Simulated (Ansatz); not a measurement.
# Si2Ni (Fm-3m) under biaxial strain in the (001) plane, part 3 of 3

Aim: how do the optical modes of Si2Ni (Fm-3m) shift and split under this strain?

Ansatz 0.2.0; DFT PBEsol, scalar-relativistic, plane waves, PAW; PAW set soft_1.

So far, highest optical mode at the zone centre (no LO-TO term) (cm⁻¹): step 4 (modes at rest) 329; step 6 (strain 4 %) 395.

## 8. Zone-centre modes of the member: biaxial strain of -4 % in the (001) plane

The zone-centre modes follow for biaxial strain of -4 % in the (001) plane.

input.yaml

```yaml
crystal:
  lattice:
    - [0.0, 2.5870019497, 2.8452601813]
    - [2.5870019497, 0.0, 2.8452601813]
    - [2.5870019497, 2.5870019497, 0.0]
  atoms:
    - { symbol: Si, position: [0.25, 0.25, 0.25] }
    - { symbol: Si, position: [0.75, 0.75, 0.75] }
    - { symbol: Ni, position: [0.0, 0.0, 0.0] }
kpoints:
  mp_grid: { grid: [16, 16, 16] }
hamiltonian:
  xc: pbesol
  pseudopotentials: { kind: paw, azcp: { folder: soft_1 }, xc_functional: pbe }
scf:
  occupations: { method: methfessel_paxton, width: 0.2 }
output:
  eigenvalues: true
phonons:
  method: dfpt
```

Command:

```sh
ansatz run input.yaml --threads 4 --pin off --max-ram 10240MiB --backend cpu --events-out ev --progress --plain --runs-dir out
```

Numbers of over 12 decimals in the logs are rounded to 6 here.

The log of the run:

```text
[...]
Crystal: 3 atoms, lattice volume = 38.084 Å³
Basis set: ecut = 420 eV, 749 PW (Γ), exchange–correlation on 54×54×54 points (8 copies of the dense FFT grid, shifted against one another)
Bands: 17, of which v1, the nominal top of the filled ones, is band 13 counted from 1 (12 counted from 0)
Symmetry: 16 space group operations
k-points: 621 of 4096 (irreducible under 4 space group operations, time reversal used)
[...]
k-point 2: bands = [... 9 lower, 10.1553, 12.7933, 14.3466, 14.5401, 14.7206, 15.8693, 16.9557, 17.3977]
  k-point 620: bands = [... 9 lower, 9.8993, 9.8993, 9.9006, 10.5273, 13.8868, 15.3477, 21.3979, 22.5118]
[...]
ASR residual: 1.999e-5 → 0.000e0 eV/Å²; symmetrization residual: 1.451e-6 eV/Å²
  ASR residual per site (eV/Å²): 5.80e-6 5.80e-6 2.00e-5
  Γ frequencies (cm⁻¹): 0.00 0.00 0.00 293.46 320.01 320.01 335.08 383.31 383.31
[...]
[key lines of the parts left out:]
SCF converged after 12 iterations
Free energy (F): -7049.262668 eV
Fermi energy:    13.726412 eV
```

Run time: 2.4 min. Hardware: 4 threads of Intel Xeon at 2.50GHz (Skylake/Cascade Lake), shared host; peak memory 1.4 GiB.

Numbers from this step:

```
sum-rule residual before enforcement                    : 2.00e-5 eV/Å²
highest optical mode at the zone centre (no LO-TO term) : 383.3 cm⁻¹
lowest optical zone-centre mode                         : 293.5 cm⁻¹
```

Patterns of degenerate modes are one choice out of their space. Modes at Γ, with each element's share of the kinetic energy:

```
mode  frequency (cm⁻¹)  symmetry  Si %  Ni %
   1               0.0  acoustic    49    51
   2               0.0  acoustic    49    51
   3               0.0  acoustic    49    51
   4             293.5       B1g   100     0
   5             320.0        Eu    51    49
   6             320.0        Eu    51    49
   7             335.1       A2u    51    49
   8             383.3        Eg   100     0
   9             383.3        Eg   100     0
```

Displacements in mode 4 (293.5 cm⁻¹), the largest set to 1:
```
Si1  0.00  0.00 -1.00
Si2  0.00  0.00  1.00
Ni3  0.00  0.00  0.00
```

Displacements in mode 5 (320.0 cm⁻¹), the largest set to 1:
```
Si1 -1.00  0.00  0.00
Si2 -1.00  0.00  0.00
Ni3  0.96  0.00  0.00
```

The lowest optical mode is real, 293 cm⁻¹, and the highest lies at 383.3 cm⁻¹.

For the highest optical mode at the zone centre (no LO-TO term), step 4 gave 329 cm⁻¹; this run, with strain -4 %, gives 383 cm⁻¹ (+16 %).

## 9. The series together

The members are set side by side, also those not shown above.

Stress is positive in compression; energies are extrapolated to zero smearing, and E0 is that at rest; the edges not held and the atoms are relaxed in each cell; all runs use 16×16×16 k points and Methfessel-Paxton smearing of 0.2 eV. State of the crystal along the series:

```
strain (%)  in-plane stress (GPa)  free strain along [001] (%)  E - E0 (meV/atom)
        -4                  7.187                        5.584              21.04
        -3                  4.912                        4.256              11.17
        -2                  3.043                        2.874              4.631
        -1                  1.386                        1.457              1.085
         0               -3.19e-4                            0                  0
         1                 -1.299                       -1.428              1.038
         2                 -2.727                       -2.758              4.285
         3                 -4.226                       -3.991              9.897
         4                 -5.794                       -5.119              17.96
```

Optical modes are counted from below at rest and tracked from member to member by their patterns, and modes that stay within 0.3 cm⁻¹ of each other stand once; labels, where given, are those at rest, then, where named, those of the strained cell; the edges not held and the atoms are relaxed in each cell; all runs use 16×16×16 k points and Methfessel-Paxton smearing of 0.2 eV. Optical modes along the series:

```
strain (%)  optical mode 1 T1u to A2u single part (cm⁻¹)  optical mode 2 T1u to Eu pair part (cm⁻¹)  optical mode 3 T2g to Eg pair part (cm⁻¹)  optical mode 4 T2g single part (cm⁻¹)
        -4                                         335.1                                        320                                      383.3                                  293.5
        -3                                         328.4                                        317                                      367.7                                  302.5
        -2                                         322.2                                      314.8                                      356.2                                  309.8
        -1                                         316.4                                      312.9                                      342.9                                  316.5
         0                                         310.8                                      310.8                                      329.1                                  329.1
         1                                         304.8                                      308.1                                      317.6                                  345.8
         2                                         298.7                                      304.5                                      306.1                                  363.1
         3                                         292.2                                        300                                      291.6                                  379.9
         4                                         285.6                                      294.5                                      276.5                                  394.9
```

Value and slope at zero strain of a cubic (a lower polynomial where under five rows exist) through the rows within 2 % of rest. Slopes at rest:

| mode | frequency (cm⁻¹) | shift per percent of strain (cm⁻¹) | shift per GPa of compressive stress (cm⁻¹) |
| --- | --- | --- | --- |
| optical mode 1 T1u to A2u single part | 310.7 | -5.77 | 4.41 |
| optical mode 2 T1u to Eu pair part | 310.7 | -2.34 | 1.79 |
| optical mode 3 T2g to Eg pair part | 329.5 | -12.71 | 9.7 |
| optical mode 4 T2g single part | 329.2 | 15.07 | -11.51 |

## 10. Outcome

| Item | Value |
| --- | --- |
| members | 9 |
| highest optical mode at the zone centre (no LO-TO term), at rest | 329.1 cm⁻¹ |
| biaxial modulus in the (001) plane | 131 GPa |
| optical mode 1 T1u to A2u single part, shift per percent | -5.77 cm⁻¹ |
| optical mode 2 T1u to Eu pair part, shift per percent | -2.34 cm⁻¹ |
| optical mode 3 T2g to Eg pair part, shift per percent | -12.71 cm⁻¹ |
| optical mode 4 T2g single part, shift per percent | 15.07 cm⁻¹ |

**Reading.** The stress changes by 1.31 GPa for each percent, a biaxial modulus of 131 GPa in the (001) plane. For each percent the free edge responds with -1.45 %. The strain lowers the symmetry: the level at 329.1 cm⁻¹ splits, into 383.3 and 293.5 cm⁻¹ at -4 %. Within 2 % of rest optical mode 2 T1u to Eu pair part and optical mode 4 T2g single part bend away from a straight line, so a single slope holds only near rest. These are harmonic frequencies at zero temperature: anharmonic shifts, linewidths and thermal expansion are left out. With no gap, or one that is small against the smearing, the frequencies hang on the k mesh and the smearing, most of all near Kohn anomalies. The runs are without spin polarisation, although Ni often carries a moment. The PAW files were made for PBE; the program adapts parts of them to the functional of the run, but their partial waves stay those of PBE, an approximation that was not tested in this session. Only the zone centre was solved, so an instability at another wavevector cannot show here.

[Logs are printed without paths, hosts, clocks, repeated set-up lines and the standing remarks that a program may print on its own settings, such as how far it seeks lower states.]

[Hosts, paths, dates, database ids (printed as entryN), source tags and the programs' standing remarks are cut or masked in the printed files.]
